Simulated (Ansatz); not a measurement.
Runs of Ansatz 0.2.0 on CdSe. Symmetry: F-43m, No. 216, cubic system. Conventional cell: a = 6.141 Å, b = 6.141 Å, c = 6.141 Å, α = 90.00°, β = 90.00°, γ = 90.00°. Cd (site symmetry -43m) is surrounded by 4 Se at 2.66 Å. Se (site symmetry -43m) is surrounded by 4 Cd at 2.66 Å. Measurements of this composition are mostly on another form, of space group No. 186.

```csv
task,level,potentials or basis,spin,cell,k mesh,cutoff (eV),smearing,basis error allowed,gap on the mesh (eV),pressure (GPa),relaxed volume (Å³/atom)
band structure,PBE,"all-electron LAPW, relativistic spinors","SOC, no magnetisation",as given,6 × 6 × 6,266,fermi-dirac 0.05 eV,0.001 eV/atom,(c),1.3,-
relaxation of cell and atoms,PBE,"all-electron LAPW, scalar-relativistic",off,relaxed,6 × 6 × 6,-,fermi-dirac 0.05 eV,0.001 eV/atom,0.49,0.0,29.76
relaxation of cell and atoms,RPBE,"all-electron LAPW, scalar-relativistic",off,relaxed,8 × 8 × 8,-,fermi-dirac 0.05 eV,0.001 eV/atom,0.58,0.0,(b)
single point,PBE,"all-electron LAPW, scalar-relativistic",off,as given,6 × 6 × 6,225,fermi-dirac 0.03 eV,0.004 eV/atom,0.55,1.3,-
relaxation of cell and atoms,LDA,"all-electron LAPW, scalar-relativistic",off,relaxed,8 × 8 × 8,-,fermi-dirac 0.05 eV,0.001 eV/atom,0.40,0.0,27.12
phonons,LDA,"all-electron LAPW, scalar-relativistic",off,as given,6 × 6 × 6,288,fermi-dirac 0.05 eV,0.001 eV/atom,0.27,-,-
single point,PBE,"all-electron LAPW, scalar-relativistic",off,as given,8 × 8 × 8,266,gaussian 0.02 eV,0.001 eV/atom,0.55,1.3,-
relaxation of cell and atoms,PBE,"all-electron LAPW, scalar-relativistic",off,relaxed,8 × 8 × 8,-,fermi-dirac 0.05 eV,0.001 eV/atom,0.49,0.0,(a)
```

Question: Fill in the values left out.

Answer: (a) 29.75; (b) 31.03; (c) 0.43.

A k mesh can miss the band edges, and rows without SOC leave out spin-orbit coupling on Cd, Se.
